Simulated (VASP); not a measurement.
# Zr (P6_3/mmc) in VASP: notebook

One crystal, Zr, is run at these levels: PBEsol; tasks: equation of state.

Program: VASP 6.6.1. These are calculated values, not measurements. Logs are shortened: lines on timing, memory, paths and dates and some standing lists are left out, and cuts for length are marked.

## (1) The structure

Symmetry: P6_3/mmc, No. 194, hexagonal system. The conventional cell has a = 3.198 Å, b = 3.198 Å, c = 5.099 Å, α = 90.00°, β = 90.00°, γ = 120.00°. Zr (site symmetry -6m2) is surrounded by 12 Zr at 3.15 to 3.20 Å.

## (2) Equation of state, PBEsol, 21.68 Å³/atom (a relaxed cell with its volume scaled by 0.96)

INCAR reads:

```
  PREC = Accurate
  ENCUT = 520
  EDIFF = 1E-7
  ISMEAR = -1
  SIGMA = 0.05
  LREAL = False
  LASPH = True
  NELM = 100
  ALGO = Normal
  ISIF = 2
  LWAVE = False
  LCHARG = False
  GGA = PS
```

KPOINTS reads:

```
regular mesh
0
Gamma
  8 8 4
```

POSCAR reads:

```
Zr                                      
1.0
    3.1551944968      0.0000000000      0.0000000000
   -1.5775972484      2.7324785881     -0.0000000000
   -0.0000000000     -0.0000000000      5.0298140927
  Zr            
     2
Direct
     0.6666666667000030    0.3333333332999970    0.7500000000000000
     0.3333333332999970    0.6666666667000030    0.2500000000000000
```

Potentials or basis: VASP PAW PBE potentials, release 64 (Zr_sv).

Started as:

```console
cat potpaw_PBE.64/Zr_sv/POTCAR > POTCAR
mpirun -np 1 vasp_std > vasp.out
```

OUTCAR:

```text
PREC = Accurate
   ENCUT = 520
   EDIFF = 1E-7
   ISMEAR = -1
   LREAL = False
   LASPH = True
   NELM = 100
   ISIF = 2
   GGA = PS

 ion  position               nearest neighbor table
   1  0.667  0.333  0.750-   2 3.11   2 3.11   2 3.11   2 3.11   2 3.11   2 3.11
   2  0.333  0.667  0.250-   1 3.11   1 3.11   1 3.11   1 3.11   1 3.11   1 3.11

  LATTYP: Found a hexagonal cell.
 ALAT       =     3.1551944968
 C/A-ratio  =     1.5941375715

  Lattice vectors:

 A1 = (   3.1551944968,   0.0000000000,   0.0000000000)
 A2 = (  -1.5775972484,   2.7324785881,   0.0000000000)
 A3 = (   0.0000000000,   0.0000000000,   5.0298140927)

Analysis of symmetry for initial positions (statically):
=====================================================================
 Subroutine PRICEL returns:
 Original cell was already a primitive cell.

 Routine SETGRP: Setting up the symmetry group for a
 hexagonal supercell.

 Subroutine GETGRP returns: Found 24 space group operations
 (whereof 12 operations were pure point group operations)
 out of a pool of 24 trial point group operations.

The static configuration has the point symmetry D_3d.
 The point group associated with its full space group is D_6h.

Analysis of symmetry for dynamics (positions and initial velocities):
=====================================================================
 Subroutine PRICEL returns:
 Original cell was already a primitive cell.

 Routine SETGRP: Setting up the symmetry group for a
 hexagonal supercell.

 Subroutine GETGRP returns: Found 24 space group operations
 (whereof 12 operations were pure point group operations)
 out of a pool of 24 trial point group operations.

The dynamic configuration has the point symmetry D_3d.
 The point group associated with its full space group is D_6h.

 Subroutine INISYM returns: Found 24 space group operations
 (whereof 12 operations are pure point group operations),
 and found     1 'primitive' translations

----------------------------------------------------------------------------------------

                                     Primitive cell

  volume of cell :      43.3645

  direct lattice vectors                    reciprocal lattice vectors
     3.155194497  0.000000000  0.000000000     0.316937672  0.182984051  0.000000000
    -1.577597248  2.732478588  0.000000000     0.000000000  0.365968101  0.000000000
     0.000000000  0.000000000  5.029814093     0.000000000  0.000000000  0.198814505
[... 76 lines left out ...]
   ISTART =      0    job   : 0-new  1-cont  2-samecut
   ICHARG =      2    charge: 1-file 2-atom 10-const
   ISPIN  =      1    spin polarized calculation?
   LNONCOLLINEAR =      F non collinear calculations
   LSORBIT =      F    spin-orbit coupling
   LASPH  =      T    aspherical Exc in radial PAW
   ENCUT  =  520.0 eV  38.22 Ry    6.18 a.u.   5.87  5.87  9.35*2*pi/ulx,y,z
   NELM   =    100;   NELMIN=  2; NELMDL= -5     # of ELM steps
   EDIFF  = 0.1E-06   stopping-criterion for ELM
   LREAL  =      F    real-space projection
   EDIFFG = 0.1E-05   stopping-criterion for IOM
   NSW    =      0    number of steps for IOM
   IBRION =     -1    ionic relax: 0-MD 1-quasi-New 2-CG
[... 8 lines left out ...]
   EMIN   =  10.00;   EMAX   =-10.00  energy-range for DOS
   EFERMI =   0.00;   METHOD = LEGACY
   ISMEAR =    -1;   SIGMA  =   0.05  broadening in eV -4-tet -1-fermi 0-gaus
   EFERMI_NEDOS =   21; number of points for ismear=-14 and -15
   IALGO  =     38    algorithm
   IMIX   =      4    mixing-type and parameters
     AMIX     =   0.40;   BMIX     =  1.00
     AMIX_MAG =   1.60;   BMIX_MAG =  1.00
  volume/ion in A,a.u.               =      21.68       146.32
  Fermi-wavevector in a.u.,A,eV,Ry     =   1.344106  2.539993 24.580583  1.806622
  Thomas-Fermi vector in A             =   2.472127
   LORBIT       =      0    0 simple, 1 ext, 2 COOP (PROOUT), +10 PAW based schemes
   GGA     = PS    functional components
   LHFCALC =     F    Hartree Fock is set to
   AEXX    =    0.0000 exact exchange contribution
   IVDW    =     0    specifies the selected vdW correction
   LEPSILON=     F    determine dielectric tensor
   LRPA    =     F    only Hartree local field effects (RPA)
 non-spin polarized calculation
  energy-cutoff  :      520.00
  volume of cell :       43.36
 maximum number of plane-waves:      1194
 NGX is ok and might be reduce to    24
   NGX = 11   NGY = 11   NGZ = 19

 number of electron      24.0000000 magnetization

 Free energy of the ion-electron system (eV)
  ---------------------------------------------------
  ext. energy  EPLUGINS =         0.00000000
  ---------------------------------------------------
  free energy    TOTEN  =       -18.15281198 eV

  energy without entropy =      -18.13366010  energy(sigma->0) =      -18.14323604

 E-fermi :   9.7249     XC(G=0): -11.5332

 val. band max:        9.7138074898   @ k =   0.0000   0.0000   0.5000
 cond. band min:       9.7305677206   @ k =   0.1250   0.0000   0.0000
 fundamental gap:      0.0167602308
 Fermi energy:         9.7248693207

 k-point     1 :       0.0000    0.0000    0.0000
  band No.  band energies     occupation
      1     -38.9400      2.00000
      2     -38.7315      2.00000
      3     -17.6271      2.00000
      4     -16.5378      2.00000
      5     -16.5378      2.00000
      6     -16.3622      2.00000
[... 433 lines left out ...]
      3     -17.4051      2.00000
      4     -17.4051      2.00000
      5     -16.6729      2.00000
      6     -16.6729      2.00000
[... 8 lines left out ...]
     15      11.9780      0.00000
     16      11.9780      0.00000

 [... further k-points ...]

------------------------ aborting loop because EDIFF is reached ----------------------------------------

  FORCE on cell =-STRESS in cart. coord.  units (eV):
  Direction    XX          YY          ZZ          XY          YZ          ZX
  --------------------------------------------------------------------------------------
  -------------------------------------------------------------------------------------
  Total        1.1350630      1.1350630      1.2403306      0.0000000     -0.0000000      0.0000000
  in kB       41.9368418     41.9368418     45.8261310      0.0000000     -0.0000000      0.0000000
  external PRESSURE =      43.2332715 kB  Pullay stress =       0.0000000 kB

 VOLUME and BASIS-vectors are now :
 -----------------------------------------------------------------------------
  energy-cutoff  :      520.00
  volume of cell :       43.36
      direct lattice vectors                 reciprocal lattice vectors
     3.155194497  0.000000000  0.000000000     0.316937672  0.182984051  0.000000000
    -1.577597248  2.732478588  0.000000000     0.000000000  0.365968101  0.000000000
     0.000000000  0.000000000  5.029814093     0.000000000  0.000000000  0.198814505

 POSITION                                       TOTAL-FORCE (eV/Angst)
 -----------------------------------------------------------------------------------
      1.57760      0.91083      3.77236        -0.000000     -0.000000      0.000000
     -0.00000      1.82165      1.25745         0.000000      0.000000      0.000000
 -----------------------------------------------------------------------------------
    total drift:                                0.000000     -0.000000      0.000000

  FREE ENERGIE OF THE ION-ELECTRON SYSTEM (eV)
  ---------------------------------------------------
  free  energy   TOTEN  =       -18.1528119819 eV

  energy  without entropy=      -18.1336601027  energy(sigma->0) =      -18.14323604
```

OSZICAR:

```text
N       E                     dE             d eps       ncg     rms          rms(c)
DAV:   1     0.218292899341E+03    0.21829E+03   -0.13682E+04   960   0.150E+03
DAV:   2    -0.394902880798E+01   -0.22224E+03   -0.22003E+03  1200   0.414E+02
DAV:   3    -0.186459801022E+02   -0.14697E+02   -0.14642E+02  1824   0.808E+01
DAV:   4    -0.188899018480E+02   -0.24392E+00   -0.24383E+00  1024   0.116E+01
DAV:   5    -0.188970141779E+02   -0.71123E-02   -0.71084E-02  1520   0.126E+00    0.172E+01
DAV:   6    -0.182725530390E+02    0.62446E+00   -0.94264E-01  1000   0.867E+00    0.705E+00
DAV:   7    -0.181477895714E+02    0.12476E+00   -0.65221E-01  1376   0.621E+00    0.115E+00
DAV:   8    -0.181526151240E+02   -0.48256E-02   -0.40961E-02  1256   0.182E+00    0.293E-01
DAV:   9    -0.181528464408E+02   -0.23132E-03   -0.15327E-03  1208   0.420E-01    0.345E-02
DAV:  10    -0.181528116349E+02    0.34806E-04   -0.41764E-05  1448   0.436E-02    0.256E-02
DAV:  11    -0.181528123680E+02   -0.73305E-06   -0.10743E-05  1024   0.440E-02    0.345E-03
DAV:  12    -0.181528122636E+02    0.10432E-06   -0.39384E-07  1016   0.473E-03    0.252E-03
DAV:  13    -0.181528120089E+02    0.25480E-06   -0.59574E-08   664   0.239E-03    0.759E-04
DAV:  14    -0.181528119819E+02    0.26904E-07   -0.11435E-08   608   0.133E-03
   1 F= -.18152812E+02 E0= -.18143236E+02  d E =-.191519E-01
```

stdout:

```text
POSCAR found type information on POSCAR Zr
 POSCAR found :  1 types and       2 ions
 scaLAPACK will be used
 -----------------------------------------------------------------------------
|                                                                             |
|                                                                             |
|     You enforced a specific xc type in the INCAR file but a different       |
|     I HOPE YOU KNOW WHAT YOU ARE DOING!                                     |
|                                                                             |
 -----------------------------------------------------------------------------

 LDA part: xc-table for (Slater+PW92), standard interpolation
 POSCAR, INCAR and KPOINTS ok, starting setup
 FFT: planning ... GRIDC
 FFT: planning ... GRID_SOFT
 FFT: planning ... GRID
 WAVECAR not read
 entering main loop
```

Wall time 11 s (1 thread of Intel Xeon 6975P-C (Granite Rapids), shared host); peak memory 0.16 GiB.

What came out:

| Quantity | Value |
| --- | --- |
| Free energy | -18.1528 eV |
| Pressure | 4.3 GPa |
| Band gap on the k mesh | none (metal or under the smearing width) |

Caveat: the PAW data sets were made with another functional, which shifts forces and pressure a little.

## (3) Equation of state, PBEsol, 22.13 Å³/atom (a relaxed cell with its volume scaled by 0.98)

INCAR is that of step 2.

KPOINTS is that of step 2.

POSCAR reads:

```
Zr                                      
1.0
    3.1769551465      0.0000000000      0.0000000000
   -1.5884775732      2.7513238635     -0.0000000000
   -0.0000000000     -0.0000000000      5.0645035620
  Zr            
     2
Direct
     0.6666666667000030    0.3333333332999970    0.7500000000000000
     0.3333333332999970    0.6666666667000030    0.2500000000000000
```

Potentials or basis: VASP PAW PBE potentials, release 64 (Zr_sv).

Started as:

```console
cat potpaw_PBE.64/Zr_sv/POTCAR > POTCAR
mpirun -np 1 vasp_std > vasp.out
```

It took 8.9 s on 1 thread of Intel Xeon 6975P-C (Granite Rapids), shared host; peak memory 0.16 GiB.

It converged, with:

* Free energy: -18.1712 eV
* Pressure: 2.1 GPa
* Band gap on the k mesh: none (metal or under the smearing width)

Caveat: the PAW data sets were made with another functional, which shifts forces and pressure a little.

## (4) Equation of state, PBEsol, 22.59 Å³/atom

INCAR is that of step 3.

KPOINTS is that of step 3.

POSCAR reads:

```
Zr                                      
1.0
    3.1984217108      0.0000000000      0.0000000000
   -1.5992108554      2.7699144535     -0.0000000000
   -0.0000000000     -0.0000000000      5.0987242187
  Zr            
     2
Direct
     0.6666666667000030    0.3333333332999970    0.7500000000000000
     0.3333333332999970    0.6666666667000030    0.2500000000000000
```

Started as:

```console
cat potpaw_PBE.64/Zr_sv/POTCAR > POTCAR
mpirun -np 1 vasp_std > vasp.out
```

Wall time 8.3 s (1 thread of Intel Xeon 6975P-C (Granite Rapids), shared host); peak memory 0.16 GiB.

The run converged. Its results:

```
Free energy            : -18.1771 eV
Pressure               : -0.1 GPa
Band gap on the k mesh : none (metal or under the smearing width)
```

Caveat: the PAW data sets were made with another functional, which shifts forces and pressure a little.

## (5) Equation of state, PBEsol, 23.04 Å³/atom (a relaxed cell with its volume scaled by 1.02)

INCAR is that of step 4.

KPOINTS is that of step 4.

POSCAR reads:

```
Zr                                      
1.0
    3.2196039288      0.0000000000      0.0000000000
   -1.6098019644      2.7882587925     -0.0000000000
   -0.0000000000     -0.0000000000      5.1324915883
  Zr            
     2
Direct
     0.6666666667000030    0.3333333332999970    0.7500000000000000
     0.3333333332999970    0.6666666667000030    0.2500000000000000
```

Started as:

```console
cat potpaw_PBE.64/Zr_sv/POTCAR > POTCAR
mpirun -np 1 vasp_std > vasp.out
```

Wall time 8 s (1 thread of Intel Xeon 6975P-C (Granite Rapids), shared host); peak memory 0.16 GiB.

The run converged. Its results:

```yaml
Free_energy: -18.1716 eV
Pressure: -2.0 GPa
Band_gap_on_the_k_mesh: none (metal or under the smearing width)
```

Caveat: the PAW data sets were made with another functional, which shifts forces and pressure a little.

## (6) Equation of state, PBEsol, 23.49 Å³/atom (a relaxed cell with its volume scaled by 1.04)

INCAR is that of step 5.

KPOINTS is that of step 5.

POSCAR reads:

```
Zr                                      
1.0
    3.2405110337      0.0000000000      0.0000000000
   -1.6202555168      2.8063648764     -0.0000000000
   -0.0000000000     -0.0000000000      5.1658203897
  Zr            
     2
Direct
     0.6666666667000030    0.3333333332999970    0.7500000000000000
     0.3333333332999970    0.6666666667000030    0.2500000000000000
```

Potentials or basis: VASP PAW PBE potentials, release 64 (Zr_sv).

Started as:

```console
cat potpaw_PBE.64/Zr_sv/POTCAR > POTCAR
mpirun -np 1 vasp_std > vasp.out
```

Wall time 7.5 s (1 thread of Intel Xeon 6975P-C (Granite Rapids), shared host); peak memory 0.16 GiB.

Results (log left out):

- Free energy: -18.1556 eV
- Pressure: -3.8 GPa
- Band gap on the k mesh: none (metal or under the smearing width)

Caveat: the PAW data sets were made with another functional, which shifts forces and pressure a little.

## (7) Equation of state, PBEsol

Potentials or basis: VASP PAW PBE potentials, release 64 (Zr_sv).

No new run: the results of the series are fitted here.

Results:

- Equilibrium volume: 22.59 Å³/atom
- Bulk modulus at fixed shape and positions: 101 GPa
- Pressure derivative of the bulk modulus: 3.1 (rough: it moves with the points fitted)

Energy against volume, from the lowest point:
```
volume (Å³/atom)  energy (meV/atom)
          21.682              12.15
          22.134               2.97
          22.586               0.00
          23.037               2.74
          23.489              10.75
```

Caveat: the cell was scaled at fixed shape and fractional positions, which overstates the stiffness of a crystal with free parameters, most of all of layers and chains; the PAW data sets were made with another functional, which shifts forces and pressure a little.
